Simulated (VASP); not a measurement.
# CdO (Fm-3m) in VASP: notebook

The runs below take CdO through single point, with PBE.

Program: VASP 6.6.1. These are calculated values, not measurements. Logs are shortened: lines on timing, memory, paths and dates and some standing lists are left out, and cuts for length are marked.

## 1. The structure

The structure is cubic, space group Fm-3m (No. 225). Conventional cell: a = 4.783 Å, b = 4.783 Å, c = 4.783 Å, α = 90.00°, β = 90.00°, γ = 90.00°. Cd (site symmetry m-3m) is surrounded by 6 O at 2.39 Å. O (site symmetry m-3m) is surrounded by 6 Cd at 2.39 Å.

## 2. Single point, PBE

INCAR

```
SYSTEM = CdO
PREC = Accurate
ENCUT = 520
EDIFF = 1E-7
ISMEAR = 0
SIGMA = 0.02
LREAL = .FALSE.
LASPH = .TRUE.
NELM = 100
ALGO = Normal
ISIF = 2
LWAVE = .FALSE.
LCHARG = .FALSE.
GGA = PE
AMIX = 0.2
```

KPOINTS

```
Automatic mesh
0
G
  12 12 12
  0 0 0
```

POSCAR

```
CdO                                     
1.0
    0.0000000000      2.3914506831      2.3914506831
    2.3914506831     -0.0000000000      2.3914506831
    2.3914506831      2.3914506831     -0.0000000000
  Cd              O             
     1     1
Direct
     1.0000000000000000    0.0000000000000000    0.0000000000000000
     0.5000000000000000    0.5000000000000000    0.5000000000000000
```

Potentials or basis: VASP PAW PBE potentials, release 64 (Cd, O).

Command:

```sh
cat potpaw_PBE.64/Cd/POTCAR potpaw_PBE.64/O/POTCAR > POTCAR
mpirun -np 1 vasp_std > vasp.out
```

OUTCAR:

```text
SYSTEM = CdO
   PREC = Accurate
   ENCUT = 520
   EDIFF = 1E-7
   ISMEAR = 0
   LREAL = .FALSE.
   LASPH = .TRUE.
   NELM = 100
   ISIF = 2
   GGA = PE
   AMIX = 0.2

 ion  position               nearest neighbor table
   1  0.000  0.000  0.000-   2 2.39   2 2.39   2 2.39   2 2.39   2 2.39   2 2.39
   2  0.500  0.500  0.500-   1 2.39   1 2.39   1 2.39   1 2.39   1 2.39   1 2.39

  LATTYP: Found a face centered cubic cell.
 ALAT       =     4.7829013662

  Lattice vectors:

 A1 = (   0.0000000000,   2.3914506831,   2.3914506831)
 A2 = (   2.3914506831,   0.0000000000,   2.3914506831)
 A3 = (   2.3914506831,   2.3914506831,   0.0000000000)

Analysis of symmetry for initial positions (statically):
=====================================================================
 Subroutine PRICEL returns:
 Original cell was already a primitive cell.

 Routine SETGRP: Setting up the symmetry group for a
 face centered cubic supercell.

 Subroutine GETGRP returns: Found 48 space group operations
 (whereof 48 operations were pure point group operations)
 out of a pool of 48 trial point group operations.

The static configuration has the point symmetry O_h .

Analysis of symmetry for dynamics (positions and initial velocities):
=====================================================================
 Subroutine PRICEL returns:
 Original cell was already a primitive cell.

 Routine SETGRP: Setting up the symmetry group for a
 face centered cubic supercell.

 Subroutine GETGRP returns: Found 48 space group operations
 (whereof 48 operations were pure point group operations)
 out of a pool of 48 trial point group operations.

The dynamic configuration has the point symmetry O_h .

 Subroutine INISYM returns: Found 48 space group operations
 (whereof 48 operations are pure point group operations),
 and found     1 'primitive' translations

----------------------------------------------------------------------------------------

                                     Primitive cell

  volume of cell :      27.3536

  direct lattice vectors                    reciprocal lattice vectors
     0.000000000  2.391450683  2.391450683    -0.209078115  0.209078115  0.209078115
     2.391450683  0.000000000  2.391450683     0.209078115 -0.209078115  0.209078115
     2.391450683  2.391450683  0.000000000     0.209078115  0.209078115 -0.209078115

  length of vectors
     3.382021990  3.382021990  3.382021990     0.362133917  0.362133917  0.362133917

  position of ions in fractional coordinates (direct lattice)
     0.000000000  0.000000000  0.000000000
     0.500000000  0.500000000  0.500000000

  ion indices of the primitive-cell ions
   primitive index   ion index
                 1           1
                 2           2

----------------------------------------------------------------------------------------

 KPOINTS: Automatic mesh

Automatic generation of k-mesh.
 Grid dimensions read from file:
 generate k-points for:   12   12   12

 Generating k-lattice:

  Cartesian coordinates                     Fractional coordinates (reciprocal lattice)
    -0.017423176  0.017423176  0.017423176     0.083333333  0.000000000  0.000000000
     0.017423176 -0.017423176  0.017423176     0.000000000  0.083333333  0.000000000
     0.017423176  0.017423176 -0.017423176     0.000000000  0.000000000  0.083333333

  Length of vectors
     0.030177826  0.030177826  0.030177826

  Shift w.r.t. Gamma in fractional coordinates (k-lattice)
     0.000000000  0.000000000  0.000000000

 Subroutine IBZKPT returns following result:
 ===========================================

 Found     72 irreducible k-points:

 Following reciprocal coordinates:
            Coordinates               Weight
  0.000000  0.000000  0.000000      1.000000
  0.083333  0.000000  0.000000      8.000000
  0.166667  0.000000  0.000000      8.000000
  0.250000  0.000000  0.000000      8.000000
  0.333333  0.000000  0.000000      8.000000
  0.416667  0.000000  0.000000      8.000000
[... 16 lines left out ...]
  0.500000  0.166667  0.000000     24.000000
 -0.416667  0.166667  0.000000     24.000000
 [... further k-points ...]
   k-points           NKPTS =     72   k-points in BZ     NKDIM =     72   number of bands    NBANDS=     13
   number of dos      NEDOS =    301   number of ions     NIONS =      2
   total plane-waves  NPLWV =  21952
   dimension x,y,z NGX =    28 NGY =   28 NGZ =   28
   dimension x,y,z NGXF=    56 NGYF=   56 NGZF=   56
   ions per type =               1   1
   NGX,Y,Z   is equivalent  to a cutoff of  13.76, 13.76, 13.76 a.u.
   NGXF,Y,Z  is equivalent  to a cutoff of  27.53, 27.53, 27.53 a.u.
 SYSTEM =  CdO
   PREC   = accura    normal or accurate (medium, high low for compatibility)
   ISTART =      0    job   : 0-new  1-cont  2-samecut
   ICHARG =      2    charge: 1-file 2-atom 10-const
   ISPIN  =      1    spin polarized calculation?
   LNONCOLLINEAR =      F non collinear calculations
   LSORBIT =      F    spin-orbit coupling
   LASPH  =      T    aspherical Exc in radial PAW
   ENCUT  =  520.0 eV  38.22 Ry    6.18 a.u.   6.29  6.29  6.29*2*pi/ulx,y,z
   NELM   =    100;   NELMIN=  2; NELMDL= -5     # of ELM steps
   EDIFF  = 0.1E-06   stopping-criterion for ELM
   LREAL  =      F    real-space projection
   EDIFFG = 0.1E-05   stopping-criterion for IOM
   NSW    =      0    number of steps for IOM
   IBRION =     -1    ionic relax: 0-MD 1-quasi-New 2-CG
   NFREE  =      0    steps in history (QN), initial steepest desc. (CG)
   ISIF   =      2    stress and relaxation
   ISYM   =      2    0-nonsym 1-usesym 2-fastsym
   POTIM  = 0.5000    time-step for ionic-motion
   TEBEG  =    0.0;   TEEND  =   0.0 temperature during run
   PSTRESS=    0.0 pullay stress
   NELECT =      18.0000    total number of electrons
   NUPDOWN=      -1.0000    fix difference up-down
   EMIN   =  10.00;   EMAX   =-10.00  energy-range for DOS
   EFERMI =   0.00;   METHOD = LEGACY
   ISMEAR =     0;   SIGMA  =   0.02  broadening in eV -4-tet -1-fermi 0-gaus
   EFERMI_NEDOS =   21; number of points for ismear=-14 and -15
   IALGO  =     38    algorithm
   IMIX   =      4    mixing-type and parameters
     AMIX     =   0.20;   BMIX     =  1.00
     AMIX_MAG =   0.80;   BMIX_MAG =  1.00
  volume/ion in A,a.u.               =      13.68        92.30
  Fermi-wavevector in a.u.,A,eV,Ry     =   1.423948  2.690872 27.587566  2.027629
  Thomas-Fermi vector in A             =   2.544492
   LORBIT       =      0    0 simple, 1 ext, 2 COOP (PROOUT), +10 PAW based schemes
   GGA     = PE    functional components
   LHFCALC =     F    Hartree Fock is set to
   AEXX    =    0.0000 exact exchange contribution
   IVDW    =     0    specifies the selected vdW correction
   LEPSILON=     F    determine dielectric tensor
   LRPA    =     F    only Hartree local field effects (RPA)
 non-spin polarized calculation
 Gauss-broadening in eV      SIGMA  =   0.02
  energy-cutoff  :      520.00
  volume of cell :       27.35
 maximum number of plane-waves:       754
 NGX is ok and might be reduce to    28
   NGX = 13   NGY = 13   NGZ = 13

 number of electron      17.9999995 magnetization

 Free energy of the ion-electron system (eV)
  ---------------------------------------------------
  ext. energy  EPLUGINS =         0.00000000
  ---------------------------------------------------
  free energy    TOTEN  =        -7.72909637 eV

  energy without entropy =       -7.72906809  energy(sigma->0) =       -7.72908223

 E-fermi :   1.5701     XC(G=0): -11.4017

 val. band max:        1.5534600607   @ k =   0.5000   0.0000   0.0000
 cond. band min:       1.8707133819   @ k =   0.0833   0.0000   0.0000
 fundamental gap:      0.3172533212
 Fermi energy:         1.5700702944

 k-point     1 :       0.0000    0.0000    0.0000
  band No.  band energies     occupation
      1     -15.4377      2.00000
      2      -5.0671      2.00000
      3      -5.0671      2.00000
      4      -5.0671      2.00000
      5      -4.7941      2.00000
      6      -4.7941      2.00000
      7       0.4164      2.00000
      8       0.4164      2.00000
      9       0.4164      2.00000
     10       1.0270      2.00000
     11      16.4568      0.00000
     12      18.2195      0.00000
     13      18.2195      0.00000

 k-point     2 :       0.0833    0.0000    0.0000
  band No.  band energies     occupation
      1     -15.3952      2.00000
      2      -5.0890      2.00000
      3      -5.0537      2.00000
      4      -5.0537      2.00000
      5      -4.8353      2.00000
      6      -4.8353      2.00000
      7      -0.3312      2.00000
      8       0.4974      2.00000
      9       0.4974      2.00000
     10       1.8707      0.00000
     11      15.3983      0.00000
     12      17.5101      0.00000
     13      17.5101      0.00000

 k-point     3 :       0.1667    0.0000    0.0000
  band No.  band energies     occupation
      1     -15.2762      2.00000
      2      -5.1679      2.00000
      3      -5.0855      2.00000
      4      -5.0855      2.00000
      5      -4.8713      2.00000
      6      -4.8713      2.00000
      7      -1.1409      2.00000
      8       0.7133      2.00000
      9       0.7133      2.00000
     10       2.9773      0.00000
     11      13.4322      0.00000
     12      16.2963      0.00000
     13      16.2963      0.00000
[... 305 lines left out ...]
 k-point    23 :       0.5000    0.1667    0.0000
  band No.  band energies     occupation
      1     -14.7746      2.00000
      2      -5.5850      2.00000
      3      -5.3909      2.00000
      4      -5.3531      2.00000
      5      -4.6465      2.00000
      6      -4.5545      2.00000
      7      -2.0229      2.00000
      8       0.6491      2.00000
      9       1.0592      2.00000
     10       6.8019      0.00000
     11       8.5219      0.00000
     12      11.8261      0.00000
     13      13.6280      0.00000

 k-point    24 :      -0.4167    0.1667    0.0000
  band No.  band energies     occupation
      1     -14.7563      2.00000
      2      -5.6405      2.00000
      3      -5.4323      2.00000
      4      -5.3452      2.00000
      5      -4.6031      2.00000
      6      -4.5805      2.00000
      7      -1.9968      2.00000
      8       0.4485      2.00000
      9       1.3266      2.00000
     10       7.1326      0.00000
     11       8.1967      0.00000
     12      11.6521      0.00000
     13      13.5664      0.00000

 [... further k-points ...]

------------------------ aborting loop because EDIFF is reached ----------------------------------------

  FORCE on cell =-STRESS in cart. coord.  units (eV):
  Direction    XX          YY          ZZ          XY          YZ          ZX
  --------------------------------------------------------------------------------------
  -------------------------------------------------------------------------------------
  Total       -0.0041014     -0.0041014     -0.0041014      0.0000000      0.0000000     -0.0000000
  in kB       -0.2402293     -0.2402293     -0.2402293      0.0000000      0.0000000     -0.0000000
  external PRESSURE =      -0.2402293 kB  Pullay stress =       0.0000000 kB

 VOLUME and BASIS-vectors are now :
 -----------------------------------------------------------------------------
  energy-cutoff  :      520.00
  volume of cell :       27.35
      direct lattice vectors                 reciprocal lattice vectors
     0.000000000  2.391450683  2.391450683    -0.209078115  0.209078115  0.209078115
     2.391450683  0.000000000  2.391450683     0.209078115 -0.209078115  0.209078115
     2.391450683  2.391450683  0.000000000     0.209078115  0.209078115 -0.209078115

 POSITION                                       TOTAL-FORCE (eV/Angst)
 -----------------------------------------------------------------------------------
      0.00000      0.00000      0.00000         0.000000      0.000000      0.000000
      2.39145      2.39145      2.39145         0.000000     -0.000000     -0.000000
 -----------------------------------------------------------------------------------
    total drift:                                0.000000      0.000000      0.000000

  FREE ENERGIE OF THE ION-ELECTRON SYSTEM (eV)
  ---------------------------------------------------
  free  energy   TOTEN  =        -7.7290963714 eV

  energy  without entropy=       -7.7290680874  energy(sigma->0) =       -7.72908223
```

It took 28 s on 1 thread of Intel Xeon Platinum 8375C at 2.90GHz (Ice Lake), shared host; peak memory 0.17 GiB.

Results:

```
Free energy            : -7.7291 eV
Pressure               : 0.0 GPa
Band gap on the k mesh : none (metal or under the smearing width)
```

Caveat: this crystal is a semiconductor, whose small gap the functional closes, so the metal is an error of the method.

## 3. Single point, PBE (a relaxed cell with its volume scaled by 0.97)

INCAR is that of step 2.

KPOINTS is that of step 2.

POSCAR

```
CdO                                     
1.0
    0.0000000000      2.3672929639      2.3672929639
    2.3672929639     -0.0000000000      2.3672929639
    2.3672929639      2.3672929639     -0.0000000000
  Cd              O             
     1     1
Direct
     1.0000000000000000    0.0000000000000000    0.0000000000000000
     0.5000000000000000    0.5000000000000000    0.5000000000000000
```

Potentials or basis: VASP PAW PBE potentials, release 64 (Cd, O).

Command:

```sh
cat potpaw_PBE.64/Cd/POTCAR potpaw_PBE.64/O/POTCAR > POTCAR
mpirun -np 1 vasp_std > vasp.out
```

Wall time 28 s (1 thread of Intel Xeon Platinum 8375C at 2.90GHz (Ice Lake), shared host); peak memory 0.17 GiB.

It converged, with:

- Free energy: -7.7182 eV
- Pressure: 4.1 GPa
- Band gap on the k mesh: none (metal or under the smearing width)

Levels at points of the mesh, in eV from the Fermi level:
```tsv
k point	band 7	band 8	band 9	band 10	band 11	band 12
(0.00, 0.00, 0.00)	-1.26	-1.26	-1.26	-0.49	14.94	16.86
(0.50, 0.00, 0.00)	-3.77	-0.02	-0.02	4.42	7.14	11.82
(0.50, 0.50, 0.00)	-4.18	-2.21	-2.21	3.78	8.45	11.12
```

## 4. Single point, PBE (a relaxed cell with its volume scaled by 1.03)

INCAR is that of step 3.

KPOINTS is that of step 3.

POSCAR

```
CdO                                     
1.0
    0.0000000000      2.4151299526      2.4151299526
    2.4151299526     -0.0000000000      2.4151299526
    2.4151299526      2.4151299526     -0.0000000000
  Cd              O             
     1     1
Direct
     1.0000000000000000    0.0000000000000000    0.0000000000000000
     0.5000000000000000    0.5000000000000000    0.5000000000000000
```

Command:

```sh
cat potpaw_PBE.64/Cd/POTCAR potpaw_PBE.64/O/POTCAR > POTCAR
mpirun -np 1 vasp_std > vasp.out
```

Run time: 30 s. Hardware: 1 thread of Intel Xeon Platinum 8375C at 2.90GHz (Ice Lake), shared host; peak memory 0.17 GiB.

The run converged. Its results:

```
Free energy            : -7.7205 eV
Pressure               : -3.5 GPa
Band gap on the k mesh : none (metal or under the smearing width)
```

Levels at points of the mesh, in eV from the Fermi level:
```tsv
k point	band 5	band 6	band 7	band 8	band 9	band 10	band 11	band 12	band 13
(0.00, 0.00, 0.00)	-6.35	-6.35	-1.06	-1.06	-1.06	-0.60	14.83	16.44	16.44
(0.50, 0.00, 0.00)	-6.15	-6.15	-3.62	-0.02	-0.02	4.38	6.72	11.51	11.51
(0.50, 0.50, 0.00)	-6.04	-5.82	-3.78	-1.94	-1.94	3.52	8.18	10.91	12.64
```

## 5. Single point, PBE (a relaxed cell with its volume scaled by 0.94)

INCAR is that of step 4.

KPOINTS is that of step 4.

POSCAR

```
CdO                                     
1.0
    0.0000000000      2.3426318688      2.3426318688
    2.3426318688     -0.0000000000      2.3426318688
    2.3426318688      2.3426318688     -0.0000000000
  Cd              O             
     1     1
Direct
     1.0000000000000000    0.0000000000000000    0.0000000000000000
     0.5000000000000000    0.5000000000000000    0.5000000000000000
```

Command:

```sh
cat potpaw_PBE.64/Cd/POTCAR potpaw_PBE.64/O/POTCAR > POTCAR
mpirun -np 1 vasp_std > vasp.out
```

It took 25 s on 1 thread of Intel Xeon Platinum 8375C at 2.90GHz (Ice Lake), shared host; peak memory 0.17 GiB.

It converged, with:

```yaml
Free_energy: -7.6842 eV
Pressure: 9.0 GPa
Band_gap_on_the_k_mesh: none (metal or under the smearing width)
```

Levels at points of the mesh, in eV from the Fermi level:
```
           k point  band 6  band 7  band 8  band 9  band 10  band 11  band 12  band 13
(0.00, 0.00, 0.00)   -6.43   -1.38   -1.38   -1.38    -0.43    14.99    17.08    17.08
(0.50, 0.00, 0.00)   -6.17   -3.85   -0.02   -0.02     4.43     7.36    11.98    11.98
(0.50, 0.50, 0.00)   -5.71   -4.41   -2.36   -2.36     3.91     8.58    11.24    13.42
```

## 6. Single point, PBE (a relaxed cell with its volume scaled by 1.06)

INCAR is that of step 5.

KPOINTS is that of step 5.

POSCAR

```
CdO                                     
1.0
    0.0000000000      2.4383537807      2.4383537807
    2.4383537807     -0.0000000000      2.4383537807
    2.4383537807      2.4383537807     -0.0000000000
  Cd              O             
     1     1
Direct
     1.0000000000000000    0.0000000000000000    0.0000000000000000
     0.5000000000000000    0.5000000000000000    0.5000000000000000
```

Potentials or basis: VASP PAW PBE potentials, release 64 (Cd, O).

Command:

```sh
cat potpaw_PBE.64/Cd/POTCAR potpaw_PBE.64/O/POTCAR > POTCAR
mpirun -np 1 vasp_std > vasp.out
```

Run time: 27 s. Hardware: 1 thread of Intel Xeon Platinum 8375C at 2.90GHz (Ice Lake), shared host; peak memory 0.17 GiB.

The run converged. Its results:

```yaml
Free_energy: -7.6956 eV
Pressure: -6.4 GPa
Band_gap_on_the_k_mesh: none (metal or under the smearing width)
```

Levels at points of the mesh, in eV from the Fermi level:
```csv
k point,band 5,band 6,band 7,band 8,band 9,band 10,band 11,band 12,band 13
"(0.00, 0.00, 0.00)",-6.34,-6.34,-0.97,-0.97,-0.97,-0.65,14.76,16.25,16.25
"(0.50, 0.00, 0.00)",-6.15,-6.15,-3.55,-0.02,-0.02,4.35,6.52,11.35,11.35
"(0.50, 0.50, 0.00)",-6.05,-5.86,-3.60,-1.82,-1.82,3.40,8.06,10.80,12.40
```

## 7. Summary

| cell | gap on the mesh (eV) | pressure (GPa) |
| --- | --- | --- |
| as given | none | 0.0 |
| a relaxed cell with its volume scaled by 0.97 | none | 4.1 |
| a relaxed cell with its volume scaled by 1.03 | none | -3.5 |
| a relaxed cell with its volume scaled by 0.94 | none | 9.0 |
| a relaxed cell with its volume scaled by 1.06 | none | -6.4 |

Alike in all rows: task single point; level PBE; potentials or basis VASP PAW PBE potentials, release 64 (Cd, O); no spin polarisation; k mesh 12 × 12 × 12; cutoff (eV) 520; smearing gaussian 0.02 eV.

Caveats: this crystal is a semiconductor, whose small gap the functional closes, so the metal is an error of the method (some runs).

Total energies depend on the potentials used, so only differences within one code and one set of settings carry meaning.
